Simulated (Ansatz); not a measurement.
InN (zinc blende)

```
CELL_PARAMETERS angstrom
      0.00000     2.52449     2.52449
      2.52449     0.00000     2.52449
      2.52449     2.52449     0.00000
ATOMIC_POSITIONS crystal
  N  0.75000 0.75000 0.75000
  In 0.00000 0.00000 0.00000
```

The volume is varied about the relaxed value V₀ at fixed cell shape. Symmetry pins the atoms to their sites.

The numbers are results of PBE (plane waves to 420 eV, PAW, scalar-relativistic; Ansatz, a quantum-chemistry and plane-wave program), not measurements. k mesh 11×11×11 (Γ-centred), Fermi-Dirac smearing 0.05 eV. Energies are smeared free energies. Stress and pressure are positive under compression. At this level the bands of InN touch or barely overlap; measurements give the solid a gap. InN was relaxed with its symmetry unable to fall. ΔE is measured from the relaxed starting cell. The last digit holds for this mesh only.

```tsv
V (Å³/atom)	ΔE (meV/atom)
14.480	74.4
14.802	45.7
15.123	24.7
15.445	10.5
15.767	2.5
16.089	0.0
16.410	2.4
16.732	9.1
17.054	19.7
17.376	33.7
17.698	withheld
```

Problem. Fit a third-order Birch-Murnaghan form (E₀, V₀, B₀, B₀′ free) to the given rows and predict ΔE at V = 17.698.

Solution. Least squares on the 10 given rows: ΔE = E₀ + (9V₀B₀/16)·y²·[2 + (B₀′ − 4)y], y = (V₀/V)^(2/3) − 1, with V₀ = 16.088 Å³/atom, B₀ = 121.3 GPa (160.2 GPa = 1 eV/Å³; the term in eV is multiplied by 1000), B₀′ = 4.74, E₀ = 0.02 meV/atom; root-mean-square residual 0.03 meV/atom. At 17.698 the fit gives 50.8 meV/atom; the calculation gives 50.8 meV/atom, the same to the digits shown. For the pressure the fit gives -9.2 GPa against the computed -9.2 GPa.

(A scan under strain: stresses follow from slopes of the energy per volume, elastic moduli from its curvatures.)
